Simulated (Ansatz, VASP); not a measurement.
# Nb in VASP and in Ansatz

INCAR

```
SYSTEM = Nb
PREC = Accurate
ENCUT = 520
EDIFF = 1E-7
ISMEAR = -1
SIGMA = 0.1
LREAL = .False.
LASPH = .True.
NELM = 100
ALGO = Normal
ISIF = 2
LWAVE = .False.
LCHARG = .True.
GGA = PE
LELF = .True.
LVHAR = .True.
NBANDS = 12
```

Contents of KPOINTS:

```
Automatic mesh
0
Gamma
  16 16 16
  0 0 0
```

Contents of POSCAR:

```
Nb
1.0
    2.5055859327      0.0000000000      0.0000000000
    0.0000000000      2.5055859327      0.0000000000
    0.0000000000      0.0000000000      2.5055859327
Nb
1
Direct
    0.0000000000      0.0000000000      0.0000000000
```

Input for Ansatz:

```yaml
crystal:
  lattice:
    - [2.5055859327, 0.0, 0.0]
    - [0.0, 2.5055859327, 0.0]
    - [0.0, 0.0, 2.5055859327]
  atoms:
    - { symbol: Nb, position: [0.0, 0.0, 0.0] }
kpoints:
  mp_grid: { grid: [16, 16, 16] }
scf:
  occupations: { method: fermi_dirac, width: 0.1 }
hamiltonian:
  xc: pbe
  pseudopotentials: { kind: all_electron, lapw: { basis_error: 0.001 } }
output:
  forces: true
  stress: true
  eigenvalues: true
  populations: true
```

Change from the starting cell: volume scaled by 0.78, LAPW.

Alike in both runs: task single point; functional PBE; k mesh 16 × 16 × 16; occupations fermi-dirac, width 0.1 eV; no spin polarisation.

```csv
,VASP,Ansatz
version,VASP 6.6.1,Ansatz 0.2.0
potentials or method,"VASP PAW PBE potentials, release 64 (Nb_sv)","all-electron LAPW, scalar-relativistic"
plane-wave cutoff (eV),520,see its input
```

```csv
,VASP,Ansatz,Ansatz less VASP
pressure (GPa),51.4,51.5,+0.10
```

Ansatz ran all-electron here, so the differences hold the error of VASP's frozen core and of both bases.

Caveats: so large a pressure means that the cell lies far from this level's equilibrium, or that cutoff or potentials fall short (VASP).
